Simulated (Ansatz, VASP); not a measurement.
# MgO in VASP and in Ansatz

Contents of INCAR:

```
SYSTEM = MgO
PREC = Accurate
ENCUT = 520
EDIFF = 1E-7
ISMEAR = 0
SIGMA = 0.05
LREAL = .False.
LASPH = .True.
NELM = 100
ALGO = Normal
ISIF = 2
LWAVE = .False.
LCHARG = .True.
GGA = CA
LELF = .True.
LVHAR = .True.
NBANDS = 11
```

File KPOINTS:

```
regular mesh
0
Gamma
  10 10 10
  0 0 0
```

Contents of POSCAR:

```
MgO
1.0
    0.0133446875      2.1351500000      2.1351500000
    2.1351500000      0.0133446875      2.1351500000
    2.1484946875      2.1484946875      0.0000000000
Mg O
1 1
Direct
    0.0000000000      0.0000000000      0.0000000000
    0.5000000000      0.5000000000      0.5000000000
```

Input for Ansatz:

```yaml
crystal:
  lattice:
    - [0.0133446875, 2.13515, 2.13515]
    - [2.13515, 0.0133446875, 2.13515]
    - [2.1484946875, 2.1484946875, 0.0]
  atoms:
    - { symbol: Mg, position: [0.0, 0.0, 0.0] }
    - { symbol: O, position: [0.5, 0.5, 0.5] }
basis:
  ecutwfc: 420
kpoints:
  mp_grid: { grid: [10, 10, 10] }
hamiltonian:
  xc: lda
scf:
  occupations: { method: gaussian, width: 0.05 }
output:
  forces: true
  stress: true
  eigenvalues: true
```

Change from the starting cell: strain +0.0125 x Voigt [0, 0, 0, 0, 0, 1], atoms carried along.

Alike in both runs: task single point; functional LDA; k mesh 10 × 10 × 10; occupations gaussian, width 0.05 eV; no spin polarisation.

|  | VASP | Ansatz |
| --- | --- | --- |
| version | VASP 6.6.1 | Ansatz 0.2.0 |
| potentials or method | VASP PAW LDA potentials, release 64 (Mg, O) | scalar-relativistic, plane waves, PAW |
| plane-wave cutoff (eV) | 520 | 420 |
| valence electrons in the cell | 8 | 16 |

VASP gave:

| Item | Value |
| --- | --- |
| gap on the k mesh at the Fermi level (eV) | 4.22 |
| least direct gap on the mesh (eV) | 4.22 |
| pressure (GPa) | -13.2 |
| largest component of the traceless stress (GPa) | 1.77 |

Task: Which values does Ansatz return?

Result: gap on the k mesh at the Fermi level (eV): 4.22; least direct gap on the mesh (eV): 4.22; pressure (GPa): -11.6; largest component of the traceless stress (GPa): 1.75.

The two sets of potentials don't hold the same shells in valence.
